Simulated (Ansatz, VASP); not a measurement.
# Two plane-wave programs on LiF

```
Li F
1.0
     2.64919   -0.00878    0.00770
    -0.00878    2.66071   -0.01280
     0.00770   -0.01280    2.65096
Li F
1 1
Direct
  0.01187 0.99684 0.01996
  0.48813 0.50316 0.48004
```

Change from the starting cell: all atoms moved at random, cell strained at random.

Alike in both runs: task single point; functional PBE; k mesh 10 × 10 × 10; occupations gaussian, width 0.02 eV; no spin polarisation.

|  | VASP | Ansatz |
| --- | --- | --- |
| version | VASP 6.6.1 | Ansatz 0.2.0 |
| potentials or method | VASP PAW PBE potentials, release 64 (Li_sv, F) | scalar-relativistic, plane waves, PAW |
| plane-wave cutoff (eV) | 520 | 420 |
| valence electrons in the cell | 10 | 10 |

VASP gave:

* gap on the k mesh at the Fermi level (eV): 6.69
* least direct gap on the mesh (eV): 7.23
* rms of the force components (eV/Å): 0.053

Task: Which values does Ansatz return?

Result: gap on the k mesh at the Fermi level (eV): 6.68; least direct gap on the mesh (eV): 7.23; rms of the force components (eV/Å): 0.053.

Atom by atom the forces differ by 0.001 eV/Å (rms over components).

 A k mesh can miss the band edges.
